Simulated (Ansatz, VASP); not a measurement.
# One calculation of Mg, two programs

```
Mg
1.0
    -1.77955    1.77955    1.77955
     1.77955   -1.77955    1.77955
     1.77955    1.77955   -1.77955
Mg
1
Direct
  0.00000 0.00000 0.00000
```

Alike in both runs: task relaxation of cell and atoms; functional r2SCAN; k mesh 6 × 6 × 6; occupations gaussian, width 0.1 eV; no spin polarisation.

|  | VASP | Ansatz |
| --- | --- | --- |
| version | VASP 6.6.1 | Ansatz 0.2.0 |
| potentials or method | VASP PAW PBE potentials, release 64 (Mg) | scalar-relativistic, plane waves, PAW |
| plane-wave cutoff (eV) | 600 | 500 |
| valence electrons in the cell | 2 | 10 |

```csv
,VASP,Ansatz,Ansatz less VASP
"gap on the k mesh at the Fermi level, each at its own relaxed structure (eV)",none,none,-
relaxed volume (Å³/atom),22.54,22.54,0.000
relaxed cell length with the largest relative difference (Å),3.082,3.082,0.0000
```

A gap of «none» marks a metal or a gap that the smearing closes. The two sets of potentials don't hold the same shells in valence.

Caveats: the k mesh is coarse (spacing up to 0.42 Å⁻¹), so the values aren't converged; the relaxation stopped at its first step, so nothing moved; the PAW data sets were made with another functional, which shifts forces and pressure a little (VASP).
